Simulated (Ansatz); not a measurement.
Runs of Ansatz 0.2.0 on AlN. Symmetry: P6_3mc, No. 186, hexagonal system. Conventional cell: a = 3.113 Å, b = 3.113 Å, c = 4.981 Å, α = 90.00°, β = 90.00°, γ = 120.00°. Al (site symmetry 3m) has 4 N at 1.89 Å as nearest neighbours. N (site symmetry 3m) is surrounded by 4 Al at 1.89 Å. 

```tsv
task	level	cell	k mesh	cutoff (eV)	smearing	atoms under strain	points for each segment of the path	gap on the mesh (eV)	pressure (GPa)	relaxed volume (Å³/atom)	largest force (eV/Å)
elastic constants	LDA	as given	7 × 7 × 5	420	fixed	relaxed	-	4.21	-4.7	-	-
relaxation of cell and atoms	revPBE+D4	relaxed	10 × 10 × 6	420	fermi-dirac 0.05 eV	-	-	4.36	0.0	(b)	-
electric field gradients	r2SCAN+D3(BJ)	as given	10 × 10 × 6	500	gaussian 0.05 eV	-	-	4.86	-2.9	-	0.12
relaxation of cell and atoms	RPBE+D4	relaxed	10 × 10 × 6	420	fermi-dirac 0.05 eV	-	-	4.37	0.0	10.27	-
relaxation of cell and atoms	PBEsol+D3(BJ)	relaxed	10 × 10 × 6	420	fermi-dirac 0.05 eV	-	-	(a)	0.0	10.28	-
band structure	PBEsol	as given	10 × 10 × 6	420	fermi-dirac 0.05 eV	-	14	4.13	0.2	-	0.13
single point	PBEsol	as given	10 × 10 × 6	420	gaussian 0.1 eV	-	-	4.13	0.2	-	0.13
band structure	r2SCAN	as given	10 × 10 × 6	500	fermi-dirac 0.05 eV	-	14	4.86	-0.9	-	0.12
relaxation of cell and atoms	PBEsol	relaxed	10 × 10 × 6	420	fermi-dirac 0.05 eV	-	-	4.09	0.0	10.46	-
single point	RPBE+D4	as given	10 × 10 × 6	420	gaussian 0.05 eV	-	-	4.25	(c)	-	0.13
relaxation of cell and atoms	PBEsol+D4	relaxed	10 × 10 × 6	420	fermi-dirac 0.05 eV	-	-	4.20	0.0	10.33	-
relaxation of cell and atoms	RPBE+D3(BJ)	relaxed	10 × 10 × 6	420	fermi-dirac 0.05 eV	-	-	4.76	0.0	9.76	-
```

Alike in all rows: potentials or basis Ansatz PAW; no spin polarisation.

Task: Estimate the missing entries.

Result: (a) 4.24; (b) 10.26; (c) -3.3.

Caveats: the PAW data sets come from PBE, with cores solved anew for the run's functional, which leaves a small shift of forces and pressure; the plane-wave basis is chosen anew once the cell has moved, so the energies of steps on either side of that aren't comparable (some runs); the cell is more than 3 GPa from zero pressure, which shifts response properties (some runs); odd divisions of the mesh miss points on the zone boundary, where band edges often lie, so the gap on the mesh can be too wide (some runs); the dispersion damping was fitted for another functional or another form of the correction (some runs).

A k mesh can miss the band edges.

Runs at the PBE level aren't shown here.
